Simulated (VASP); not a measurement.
# NiO: exchange constants from collinear orders

NiO, Fm-3m (no. 225), 16 atoms in the cell. PBE, DFT+U, collinear orders mapped on a Heisenberg model; PAW potentials Ni, O (PBE set).

Hubbard U (eV): Ni shell d, U 4; LDAUTYPE: 2; Supercell matrix: 2, 0, 0, 0, 2, 0, 0, 0, 2.

## Input

INCAR.step1:
```
SYSTEM = NiO
PREC = Accurate
ENCUT = 450
EDIFF = 1E-6
NELM = 200
ALGO = Normal
ISMEAR = 0
SIGMA = 0.05
LREAL = .FALSE.
LASPH = .TRUE.
LMAXMIX = 4
LORBIT = 11
LWAVE = .FALSE.
LCHARG = .FALSE.
GGA = PE
ISPIN = 2
AMIX = 0.2
BMIX = 1E-4
AMIX_MAG = 0.8
BMIX_MAG = 1E-4
LDAU = .TRUE.
LDAUTYPE = 2
LDAUL = 2 -1
LDAUU = 4 0
LDAUJ = 0 0
LDAUPRINT = 1
MAGMOM = 2 2 2 2 2 2 2 2 0 0 0 0 0 0 0 0
```

INCAR.step2, as INCAR.step1 but for:
```
- MAGMOM = 2 2 2 2 2 2 2 2 0 0 0 0 0 0 0 0
+ MAGMOM = 2 2 2 2 -2 -2 -2 -2 0 0 0 0 0 0 0 0
```

INCAR.step3 to INCAR.step5 change the same tag again: MAGMOM = 2 2 -2 -2 -2 -2 2 2 0 0 0 0 0 0 0 0, 2 2 2 -2 -2 2 -2 -2 0 0 0 0 0 0 0 0, 2 2 2 2 2 -2 -2 -2 0 0 0 0 0 0 0 0.

KPOINTS:
```
k-points
0
Gamma
  4 4 4
```

POSCAR:
```
NiO
1.0
    0.0000000000      4.1718032828      4.1718032828
    4.1718032828      0.0000000000      4.1718032828
    4.1718032828      4.1718032828      0.0000000000
Ni O
8 8
Direct
    0.0000000000      0.0000000000      0.0000000000
    0.0000000000      0.0000000000      0.5000000000
    0.0000000000      0.5000000000      0.0000000000
    0.0000000000      0.5000000000      0.5000000000
    0.5000000000      0.0000000000      0.0000000000
    0.5000000000      0.0000000000      0.5000000000
    0.5000000000      0.5000000000      0.0000000000
    0.5000000000      0.5000000000      0.5000000000
    0.2500000000      0.2500000000      0.2500000000
    0.2500000000      0.2500000000      0.7500000000
    0.2500000000      0.7500000000      0.2500000000
    0.2500000000      0.7500000000      0.7500000000
    0.7500000000      0.2500000000      0.2500000000
    0.7500000000      0.2500000000      0.7500000000
    0.7500000000      0.7500000000      0.2500000000
    0.7500000000      0.7500000000      0.7500000000
```

Commands (each step's output is kept before the next begins):
```
cat potpaw_PBE.64/Ni/POTCAR potpaw_PBE.64/O/POTCAR > POTCAR
cp INCAR.step1 INCAR
mpirun -np 8 vasp_std > vasp.out
rm WAVECAR CHG
cp INCAR.step2 INCAR
mpirun -np 8 vasp_std > vasp.out
rm WAVECAR CHG
cp INCAR.step3 INCAR
mpirun -np 8 vasp_std > vasp.out
rm WAVECAR CHG
cp INCAR.step4 INCAR
mpirun -np 8 vasp_std > vasp.out
rm WAVECAR CHG
cp INCAR.step5 INCAR
mpirun -np 8 vasp_std > vasp.out
```

## Result

- Lowest order (signs of the moments, atom by atom): ++++----
- Mean-field ordering temperature (K): 544

Magnetic orders; + and - are the signs of the moments in the order of the atoms:

| Order of the moments | Energy (meV per magnetic atom) | Moment (muB) | Gap (eV) | Order kept, with moments over 0.3 muB |
|---|---|---|---|---|
| parallel | 0.0 | 1.75 | 1.35 | yes |
| ++++---- | -129.6 | 1.64 | 2.77 | yes |
| ++----++ | 14.6 | 1.77 | 1.45 | yes |
| +++--+-- | -58.1 | 1.70 | 1.74 | yes |
| +++++--- | -94.9 | 1.67 | 1.78 | yes |

Exchange constants fitted:

| Shell | Distance (Å) | Neighbours | J (meV) |
|---|---|---|---|
| 1 | 2.95 | 12 | 1.80 |
| 2 | 4.17 | 6 | -23.45 |

DFT+U with 4 eV on Ni d.

Energies follow E = E0 - sum over pairs, each counted once, of J e_i.e_j with unit vectors, so a positive J favours parallel moments.

Limits: Mean-field temperatures are upper estimates.

VASP 6.6.1 took 164 s on 8 cores (Intel Xeon 6975P-C (Granite Rapids)), a shared host.
